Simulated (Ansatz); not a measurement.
## C: pressure against volume

C, P6_3/mmc, a = 2.512 Å, c = 4.180 Å. Ansatz: PBE, PAW, 420 eV, Γ-centred 12×12×6 mesh on 4 atoms, Gaussian smearing 0.02 eV; no spin polarisation. Shape and atoms are relaxed at each volume; pressure is positive in compression.

```tsv
V (Å³/atom)	P (GPa)
5.024	70.00
5.195	48.60
5.367	30.05
5.538	13.96
5.709	0.00
5.880	?
6.052	-22.65
6.280	-34.54
```

**Question.** Take V0 = 5.709 Å³/atom, fit the third-order Birch–Murnaghan form to the other rows, and predict the missing pressure.

**Answer.** With the Eulerian strain f = ½[(V0/V)^(2/3) − 1] and y = P/[3f(1 + 2f)^(5/2)], the form is the line y = B0 + 1.5 B0 (B0′ − 4) f. Rows (f, y): 0.04447, 424.0; 0.03246, 426.5; 0.02102, 429.9; 0.01024, 432.0; -0.01907, 436.3; -0.03079, 438.3. Means f = 0.009722, y = 431.17; Σ(Δf)² = 0.004323, ΣΔfΔy = -0.8058; the slope is their ratio. y = 433.0 − 186.4 f GPa, so B0 = 433.0 GPa and B0′ = 4 + 2 × (-186.4)/(3 × 433.0) = 3.71. At V = 5.880, f = -0.00974, y = 434.82 and P = -12.10 GPa. The run gave -12.12 GPa, so the fit is 0.02 GPa too high, within the rms miss on the fitted rows (0.06 GPa).